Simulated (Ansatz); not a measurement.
**TaN: response to strain**

Aim: deform TaN (equal xx and yy strain of -3 %) and compute stress, forces and field gradients with LAPW, PAW and all-electron datasets made for the crystal.

Program: Ansatz 0.2.0. Level of theory: DFT PBEsol, scalar-relativistic. These are calculated values, not measurements.

### 1 The system as given

It takes space group P6_3mc (No. 186, hexagonal). Conventional cell: a = 3.050 Å, b = 3.050 Å, c = 4.940 Å, α = 90.00°, β = 90.00°, γ = 120.00°. Ta (site symmetry 3m) is surrounded by 4 N at 1.85 to 1.90 Å. Around N (site symmetry 3m) lie 4 Ta at 1.85 to 1.90 Å.

Structure file:

```xyz
4
Lattice="3.0500 0.0000 0.0000 -1.5250 2.6414 0.0000 0.0000 0.0000 4.9400" Properties=species:S:1:pos:R:3 pbc="T T T"
Ta    0.0000    1.7609    0.0000
Ta    1.5250    0.8805    2.4700
N     0.0000    1.7609    1.9019
N     1.5250    0.8805    4.3719
```

Atoms are numbered in the order of the input: Ta1, Ta2, N3, N4.

### 2 The deformed structure

Space group P6_3mc before, P6_3mc after.

### 3 LAPW, all electrons

input.yaml

```yaml
crystal:
  lattice:
    - [2.9585010578, 0.0, 0.0]
    - [-1.4792505289, 2.5621370732, 0.0]
    - [0.0, 0.0, 4.94]
  atoms:
    - { symbol: Ta, position: [0.3333333333, 0.6666666667, 0.0] }
    - { symbol: Ta, position: [0.6666666667, 0.3333333333, 0.5] }
    - { symbol: "N", position: [0.3333333333, 0.6666666667, 0.385] }
    - { symbol: "N", position: [0.6666666667, 0.3333333333, 0.885] }
kpoints:
  mp_grid: { grid: [9, 9, 5] }
  band_path:
    path:
      - [0.0, 0.0, 0.0]
      - [0.5, 0.0, 0.0]
      - [0.3333333333, 0.3333333333, 0.0]
      - [0.0, 0.0, 0.0]
      - [0.0, 0.0, 0.5]
      - [0.5, 0.0, 0.5]
      - [0.3333333333, 0.3333333333, 0.5]
      - [0.0, 0.0, 0.5]
      - [0.5, 0.0, 0.5]
    npoints: 5
scf:
  occupations: { method: fermi_dirac, width: 0.01 }
hamiltonian:
  xc: pbesol
  pseudopotentials: { kind: all_electron, lapw: { basis_error: 0.001 } }
output:
  forces: true
  stress: true
  eigenvalues: true
```

Started as:

```bash
$ ansatz run input.yaml --threads 1 --pin off --max-ram 6144MiB --backend cpu --events-out ev --progress --plain --runs-dir out
```

Log, cut to the lines that bear on the results:

```text
LAPW: plane waves up to 12.135 Å⁻¹, error target 1.0e-3 eV per atom; small_component_spin mean_spin; N in spheres of 0.735 Å, 7 of its electrons in bands, Dirac shells []; Ta in spheres of 1.065 Å, 45 of its electrons in bands, Dirac shells []
[...]
Pseudopotentials: kind: all_electron
Pseudopotential: Ta, LAPW, valence charge 45, Koelling and Harmon's equation, gaussian nucleus
Pseudopotential: N, LAPW, valence charge 7, Koelling and Harmon's equation, gaussian nucleus
Functional definition: PBEsol
[...]
Crystal: 4 atoms, lattice volume = 37.446 Å³
Basis set: ecut = 561.0780205383095 eV, 1123 PW (Γ), exchange–correlation at level 2
Bands: 63, of which v1, the nominal top of the filled ones, is band 52 counted from 1 (51 counted from 0)
Symmetry: 12 space group operations
Space group: P63mc (ITA 186), of the structure as read, at distance tolerance 3.3e-5 Å
k-points: 36 of 405 (time reversal used)
[...]
SCF iter   1: F=—  HF=-851857.868630 eV  |F-HF|=—  |Δ(HF+E_count)|=         —  Δρ=1.93e-1  dr2=1.42e1  ethr=1.37e-2  ⟨swp⟩=2.0  Hψ=14418  notcnv=0
[...]
the basis was enlarged: its passes take 654.9 KiB over the memory plan, 1 of 1 planned eigensolver slots
[...]
SCF iter   9: F=-851852.424789 eV  HF=-851852.424789 eV  |F-HF|=1.05e-9  |Δ(HF+E_count)|=   2.18e-7  Δρ=1.23e-5  dr2=3.06e-8  ethr=3.24e-10  ⟨swp⟩=3.0  Hψ=6381  notcnv=0
[...]
NSCF: frozen V_eff on 41 k-points
SCF converged after 9 iterations
Free energy (F): -851852.424789 eV
[...]
E sigma→0 (E₀):  -851852.424277 eV
Entropy (-TS):   -0.001024 eV (-0.256 meV/atom)
Fermi energy:    30.025136 eV
[...]
--- Forces (eV/Å), atoms counted from 1 ---
  atom   1  Ta     0.00000000    -0.00000000     4.13704206
  atom   2  Ta     0.00000000     0.00000000     4.13704206
  atom   3  N      0.00000000    -0.00000000    -4.13701899
  atom   4  N     -0.00000000     0.00000000    -4.13701899
[...]
--- Stress (GPa, compression-positive) ---
      189.871563       0.000000      -0.000000
        0.000000     189.871563       0.000000
       -0.000000       0.000000     138.590759
  P = ⅓ Tr σ = 172.7780 GPa (1727.780 kbar)
--- Band table (eV; the first three rows and the last of 36) ---
[...]
```

Wall time 2 min (1 thread of Arm Neoverse V2, shared host); peak memory 0.55 GiB.

Read from it: pressure 172.78 GPa; no gap; largest force 4.137 eV/Å.

### 4 PAW on the default files

input.yaml

```yaml
crystal:
  lattice:
    - [2.9585010578, 0.0, 0.0]
    - [-1.4792505289, 2.5621370732, 0.0]
    - [0.0, 0.0, 4.94]
  atoms:
    - { symbol: Ta, position: [0.3333333333, 0.6666666667, 0.0] }
    - { symbol: Ta, position: [0.6666666667, 0.3333333333, 0.5] }
    - { symbol: "N", position: [0.3333333333, 0.6666666667, 0.385] }
    - { symbol: "N", position: [0.6666666667, 0.3333333333, 0.885] }
kpoints:
  mp_grid: { grid: [9, 9, 5] }
scf:
  occupations: { method: fermi_dirac, width: 0.01 }
hamiltonian:
  xc: pbesol
  pseudopotentials: { kind: paw }
output:
  forces: true
  stress: true
  eigenvalues: true
  efg: { contact_densities: true }
```

Started as:

```bash
$ ansatz run input.yaml --threads 1 --pin off --max-ram 6144MiB --backend cpu --events-out ev --progress --plain --runs-dir out
```

Log, cut to the lines that bear on the results:

```text
Ta: output.efg is read without spin–orbit coupling, which moves field gradients at and beside such atoms by some per cent and up to a factor of two; PAW files take it under magnetization.noncollinear and magnetization.spin_orbit
[...]
Pseudopotentials: kind: paw
Pseudopotential: Ta, paw, valence charge 13, recommended cutoff 420 eV (normal)
Pseudopotential: N, paw, valence charge 5, recommended cutoff 420 eV (normal)
Functional definition: PBEsol
[...]
Crystal: 4 atoms, lattice volume = 37.446 Å³
Basis set: ecut = 420 eV, 713 PW (Γ), exchange–correlation on 40×40×72 points (8 copies of the dense FFT grid, shifted against one another)
Bands: 22, of which v1, the nominal top of the filled ones, is band 18 counted from 1 (17 counted from 0)
Symmetry: 12 space group operations
Space group: P63mc (ITA 186), of the structure as read, at distance tolerance 3.3e-5 Å
[...]
--- Stress (GPa, compression-positive) ---
      193.633990       0.000000       0.000000
        0.000000     193.633990       0.000000
        0.000000      -0.000000     141.560371
  P = ⅓ Tr σ = 176.2761 GPa (1762.761 kbar)
--- PAW observables at the nuclei: V_zz in 10²¹ V/m², potentials from the cell's mean, atoms counted from 1 ---
  atom   1  Ta V_zz =   +17.026744   η = 0.0000   by run symmetry: allowed
            electrostatic potential = -14507.751243 V   contact ρ = 8144247.366150 e/Å³
  atom   2  Ta V_zz =   +17.026744   η = 0.0000   by run symmetry: allowed
            electrostatic potential = -14507.751243 V   contact ρ = 8144247.366150 e/Å³
  atom   3  N  V_zz =    +1.043376   η = 0.0000   by run symmetry: allowed
            electrostatic potential = -534.010796 V   contact ρ = 1405.361993 e/Å³
  atom   4  N  V_zz =    +1.043376   η = 0.0000   by run symmetry: allowed
            electrostatic potential = -534.010796 V   contact ρ = 1405.361993 e/Å³
--- Band table (eV; the first three rows and the last of 36) ---
[... band rows left out ...]
[...]
```

It took 4.1 s on 1 thread of Arm Neoverse V2, shared host; peak memory 0.37 GiB.

This run gives: pressure 176.28 GPa; no gap; largest force 4.209 eV/Å; Vzz Ta1 17.03 (η = 0.00), N3 1.04 (η = 0.00) (10²¹ V/m²).

### 5 All-electron PAW on datasets made for the crystal

input.yaml, as its differences from that of step 4:

```diff
@@ -16,3 +16,3 @@
   xc: pbesol
-  pseudopotentials: { kind: paw }
+  pseudopotentials: { kind: all_electron, datasets: crystal }
 output:
```

Started as:

```bash
$ ansatz run input.yaml --threads 1 --pin off --max-ram 6144MiB --backend cpu --events-out ev --progress --plain --runs-dir out
```

Log, cut to the lines that bear on the results:

```text
[...]
band count auto-derived: 43 (N_el = 64.0; filled up to band 32; 39 by the electrons, moments and atoms)
Ta: output.efg is read without spin–orbit coupling, which moves field gradients at and beside such atoms by some per cent and up to a factor of two; PAW files take it under magnetization.noncollinear and magnetization.spin_orbit
[...]
Pseudopotentials: kind: all_electron
Pseudopotential: Ta, paw, valence charge 27, recommended cutoff 600 eV (normal), Koelling and Harmon's equation, gaussian nucleus
Pseudopotential: N, paw, valence charge 5, recommended cutoff 600 eV (normal), Koelling and Harmon's equation, gaussian nucleus
Functional definition: PBEsol
[...]
Crystal: 4 atoms, lattice volume = 37.446 Å³
Basis set: ecut = 600 eV, 1273 PW (Γ), exchange–correlation on 48×48×80 points (8 copies of the dense FFT grid, shifted against one another)
[...]
--- Stress (GPa, compression-positive) ---
      189.869101       0.000000       0.000000
        0.000000     189.869101      -0.000000
        0.000000       0.000000     138.587528
  P = ⅓ Tr σ = 172.7752 GPa (1727.752 kbar)
--- PAW observables at the nuclei: V_zz in 10²¹ V/m², potentials from the cell's mean, atoms counted from 1 ---
  atom   1  Ta V_zz =   +15.656911   η = 0.0000   by run symmetry: allowed
            electrostatic potential = -14503.614900 V   contact ρ = 8140269.292419 e/Å³
  atom   2  Ta V_zz =   +15.656911   η = 0.0000   by run symmetry: allowed
            electrostatic potential = -14503.614900 V   contact ρ = 8140269.292419 e/Å³
  atom   3  N  V_zz =    +1.035436   η = 0.0000   by run symmetry: allowed
            electrostatic potential = -532.999985 V   contact ρ = 1405.619508 e/Å³
  atom   4  N  V_zz =    +1.035436   η = 0.0000   by run symmetry: allowed
            electrostatic potential = -532.999985 V   contact ρ = 1405.619508 e/Å³
--- Band table (eV; the first three rows and the last of 36) ---
[...]
```

Wall time 44 s (1 thread of Arm Neoverse V2, shared host); peak memory 0.88 GiB.

In short: pressure 172.78 GPa; no gap; largest force 4.137 eV/Å; Vzz Ta1 15.66 (η = 0.00), N3 1.04 (η = 0.00) (10²¹ V/m²).

### 6 Stress and forces compared

Stress (GPa, compression positive):

```tsv
method	xx	yy	zz	yz	xz	xy
LAPW	189.87	189.87	138.59	0.00	0.00	0.00
PAW	193.63	193.63	141.56	0.00	0.00	0.00
crystal datasets	189.87	189.87	138.59	0.00	0.00	0.00
```

Forces (eV/Å):

```tsv
atom	LAPW x	LAPW y	LAPW z	PAW x	PAW y	PAW z	crystal datasets x	crystal datasets y	crystal datasets z
Ta1	0.000	0.000	4.137	0.000	0.000	4.209	0.000	0.000	4.137
Ta2	0.000	0.000	4.137	0.000	0.000	4.209	0.000	0.000	4.137
N3	0.000	0.000	-4.137	0.000	0.000	-4.209	0.000	0.000	-4.137
N4	0.000	0.000	-4.137	0.000	0.000	-4.209	0.000	0.000	-4.137
```

| method | pressure (GPa) | largest force (eV/Å) | Vzz Ta1 (10²¹ V/m²) | Vzz N3 (10²¹ V/m²) | SCF cycles, all passes |
| --- | --- | --- | --- | --- | --- |
| LAPW | 172.78 | 4.137 | – | – | 9 |
| PAW | 176.28 | 4.209 | 17.03 | 1.04 | 6 |
| crystal datasets | 172.78 | 4.137 | 15.66 | 1.04 | 9 |

### 7 What came out

| quantity | value |
| --- | --- |
| pressure | LAPW 172.78, PAW 176.28, crystal datasets 172.78 GPa |
| largest shear or deviatoric stress (LAPW) | 34.19 GPa |

The largest part of the stress beyond the pressure is 34.19 GPa in size, in the zz component; the atoms are carried along and not relaxed. No run of the undeformed cell stands beside it, so the pressure holds what the given cell had before the change. PAW: stress within 3.76 GPa of LAPW, forces within 72 meV/Å. Crystal datasets: stress within 0.01 GPa of LAPW, forces within 1 meV/Å. Spin-orbit coupling is left out, though the cell holds Ta; in elements this heavy it can shift bands and gaps by tenths of an eV.
